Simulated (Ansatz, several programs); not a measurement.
AgBr (Fm-3m) from a database structure, relaxed with r2SCAN in Ansatz (plane waves, PAW): space group Fm-3m (No. 225), cubic; conventional cell a = 5.786 Å, 24.21 Å³ an atom. Ag has 6 Br at 2.89 Å; Br has 6 Ag at 2.89 Å. The cell was then scaled with its shape and fractional coordinates held. Calculated for a static, non-magnetic cell.

```
V (Å³/atom)  E (meV/atom)
     22.760         13.77
     23.487          3.16
     24.213          0.00
     25.666         11.15
```

(1) Pass a cubic E = c₀ + c₁u + c₂u² + c₃u³, with u = V − 24.032 Å³, through these points.

(2) Where is the minimum, and what bulk modulus follows?

(3) Predict the energy and the pressure at the withheld volume, 24.939 Å³.

Answers

(1) c₀ = 0.16, c₁ = -1.979, c₂ = 6.188, c₃ = -0.5263 (meV and Å³).

(2) dE/du = 0 at u = +0.163, so V₀ = 24.20 Å³. B = V₀ d²E/dV² = 24.20 × (2c₂ + 6c₃u) = 24.20 × 11.860 = 287 meV/Å³, and 1 meV/Å³ is 0.16022 GPa: 46 GPa. A third-order Birch-Murnaghan fit to all five points gives 24.20 Å³ and 45 GPa.

(3) With u = +0.907: E ≈ 3.06 meV and P = −dE/dV ≈ -1.27 GPa. The run gives 3.02 meV and, from its stress, -1.26 GPa.
